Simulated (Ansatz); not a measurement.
# Fe: changing the choice of potentials or basis

```xyz
1
Lattice="-1.4430 1.4430 1.4430 1.4430 -1.4430 1.4430 1.4430 1.4430 -1.4430" Properties=species:S:1:pos:R:3 pbc="T T T"
Fe    0.0000    0.0000    0.0000
```

Kept alike: task band structure; functional PBE; k mesh 13 × 13 × 13; occupations fermi-dirac, width 0.05 eV; collinear spin, ferromagnetic start. Program: Ansatz. Cutoffs run from 844 to 1605 eV. The mesh is that of the run's cell of 1 atom. No spin-orbit coupling.

| choice of potentials or basis | pressure (GPa) | moment of the cell (μB) |
| --- | --- | --- |
| Ansatz NC | -9.54 | 2.26 |
| Ansatz PAW (files of its older set among them) | -9.73 | 2.24 |
| JTH PAW | -10.11 | 2.26 |
| PseudoDojo standard (PBE files) | -4.91 | 2.46 |
| PseudoDojo stringent (PBE files) | -7.79 | 2.35 |
| SPMS NC | -5.71 | 2.40 |
| SSSP efficiency PAW | -9.12 | 2.24 |

Pressure is positive in compression, with a Pulay correction for the finite cutoff. For a metal such a mesh leaves the last digits unconverged. The runs hold the magnetic state that their start led to, which needn't be the lowest.

Task: What does the choice of potentials or basis change here?

Result: The pressure runs from -10.11 (JTH PAW) to -4.91 GPa (PseudoDojo standard (PBE files)). The moment of the cell runs from 2.24 (Ansatz PAW (files of its older set among them); SSSP efficiency PAW) to 2.46 μB (PseudoDojo standard (PBE files)).

All seven sets put the cell under tension, so each would contract it towards a smaller equilibrium volume, but they disagree on how strongly. Four sets cluster at moments of 2.24 to 2.26 μB and the most negative pressures, while the two PseudoDojo sets and SPMS NC combine larger moments with weaker tension. Within the cluster the two quantities don't follow each other.

The split between the groups fits the magnetovolume effect in bcc iron: a larger exchange splitting moves electrons from bonding minority to antibonding majority d states, which weakens d bonding and favours a larger volume. The potentials probably differ in how they describe the spin-dependent exchange and correlation where the 3d shell overlaps the core. Norm conservation in itself isn't the cause, since Ansatz NC sits with the PAW sets. Pseudization can also shift the pressure directly, and only a comparison at a fixed common moment would separate that from the magnetic contribution.
